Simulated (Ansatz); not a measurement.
## Ag: energy along a strain

Ag, Fm-3m, a = 4.147 Å. Ansatz: PBE, PAW, 420 eV, Γ-centred 24×24×24 mesh on 1 atom, Gaussian smearing 0.15 eV; no spin polarisation. Cell vectors (Å): 0.000 2.074 2.074; 2.074 0.000 2.074; 2.074 2.074 0.000. The cell is strained by x per cent times the pattern (1 1 0 0 0 0) in the order xx yy zz yz xz xy (engineering shears), with fractional coordinates held. y is the free energy over the start, V0 = 17.832 Å³/atom. Points with a strain past 8.5 % were computed too (5) and aren't used here.

```tsv
x (%)	y (meV/atom)
-7.50	165.20
-3.75	?
0.00	0.00
3.75	26.38
7.50	91.70
```

**Question.** Fit y = c2 x² + c3 x³ to the other rows, get the stiffness along the pattern, and predict the missing energy.

**Answer.** Least squares on the rows shown. y = 2.2811 x² − 0.087273 x³. The clamped-ion stiffness p·C·p = 2 × 22.81 eV × 160.2 / 17.832 Å³ = 410 GPa. At x = -3.75 the fit asked for gives 36.68 meV/atom. The run gave 35.46 meV/atom, so the fit is 1.22 meV/atom too high, within twice the rms miss on the fitted rows (0.64 meV/atom).